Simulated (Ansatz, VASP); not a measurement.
Al2O3: VASP beside Ansatz

```
CELL_PARAMETERS angstrom
2.77608 0.00000 0.00000
-1.38804 2.40416 0.00000
0.00000 0.00000 8.18061
ATOMIC_POSITIONS crystal
Al 0.00000 0.00000 0.27795
Al 0.00000 0.00000 0.72205
O 0.33333 0.66667 0.19945
O 0.66667 0.33333 0.80055
O 0.00000 0.00000 0.50000
```

Change from the starting cell: strain -0.080 along x and y, +0.080 along z, atoms carried along.

Alike in both runs: task single point; functional PBEsol; k mesh 12 × 12 × 4; occupations gaussian, width 0.05 eV; no spin polarisation.

```csv
,VASP,Ansatz
version,VASP 6.6.1,Ansatz 0.2.0
potentials or method,"VASP PAW PBE potentials, release 64 (Al, O)","scalar-relativistic, plane waves, PAW"
plane-wave cutoff (eV),520,420
valence electrons in the cell,24,24
```

```csv
,VASP,Ansatz,Ansatz less VASP
gap on the k mesh at the Fermi level (eV),0.89,0.87,-0.025
least direct gap on the mesh (eV),0.89,0.87,-0.024
pressure (GPa),15.4,14.8,-0.53
largest component of the traceless stress (GPa),48.95,48.63,-0.316
rms of the force components (eV/Å),1.698,1.706,+0.0077
```

Atom by atom the forces differ by 0.010 eV/Å (rms over components).

Caveats: so large a pressure means that the cell lies far from this level's equilibrium, or that cutoff or potentials fall short (VASP); the potentials were made for another functional, which shifts forces and pressure (VASP). A k mesh can miss the band edges.
